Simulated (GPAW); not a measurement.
Write an ASE script for GPAW 26.7.0 that does the following.

| Property | Result |
| --- | --- |
| Task | single point |
| Functional | PBE |
| Potentials or basis | GPAW PAW data sets (gpaw-data 1.2.1) |
| Cutoff | 600 eV |
| Basis | pw |
| k mesh | 8 × 8 × 7 |
| Occupations | fermi-dirac, width 0.05 eV |
| Spin | no spin polarisation |
| Maxiter | 150 |

Crystal: PbS.

```
Pb S
1.0
     4.08970    0.00000    0.00000
    -2.04485    3.54178    0.00000
     0.00000    0.00000    3.78817
Pb S
1 1
Direct
  0.00000 0.00000 0.00000
  0.66667 0.33333 0.50000
```

Measurements of this composition are mostly on another form, of space group No. 225.

These files were run (other wordings do the same):

run.py

```python
from ase import Atoms
from ase.dft.bandgap import bandgap
from ase.io import write
from ase.units import GPa
from gpaw import GPAW, PW

atoms = Atoms(['Pb', 'S'],
              cell=[[4.0896976867, 0.0, 0.0],
                    [-2.0448488433, 3.5417820905, 0.0],
                    [0.0, 0.0, 3.788167]],
              scaled_positions=[[0.0, 0.0, 0.0],
                                [0.6666666667, 0.3333333333, 0.5]],
              pbc=True)

calc = GPAW(mode=PW(600),
            xc='PBE',
            kpts={'size': (8, 8, 7), 'gamma': True},
            occupations={'name': 'fermi-dirac', 'width': 0.05},
            nbands=19,
            convergence={'density': 1e-05, 'energy': 1e-05},
            maxiter=150,
            txt='gpaw.txt')
atoms.calc = calc
energy = atoms.get_potential_energy()
forces = atoms.get_forces()
stress = atoms.get_stress()
calc.write('gs.gpw')
write('result.traj', atoms)
print(f'Energy: {energy:.6f} eV')
print('Forces (eV/A):')
print(forces.round(4))
print('Stress (GPa):', (stress / GPa).round(3))
print('Fermi level:', round(calc.get_fermi_level(), 4), 'eV')
print(f'Gap: {bandgap(calc)[0]:.4f} eV, direct: {bandgap(calc, direct=True)[0]:.4f} eV')
```

Potentials or basis: GPAW PAW data sets (gpaw-data 1.2.1), pw.

Launch:

```sh
$ OMP_NUM_THREADS=1 python run.py
```

Results of the run:

* Pressure: -0.2 GPa
* Band gap on the k mesh: 0.18 eV, indirect (least direct gap 1.62 eV)

Caveat: spin-orbit coupling is left out, which as a rule narrows the gap of such compounds by several tenths of an eV; an odd mesh through Γ misses points on the zone boundary, where band edges often lie.

Run time: 27 s on 1 thread of Arm Neoverse V1, with other jobs on the host, peak memory 0.17 GiB.
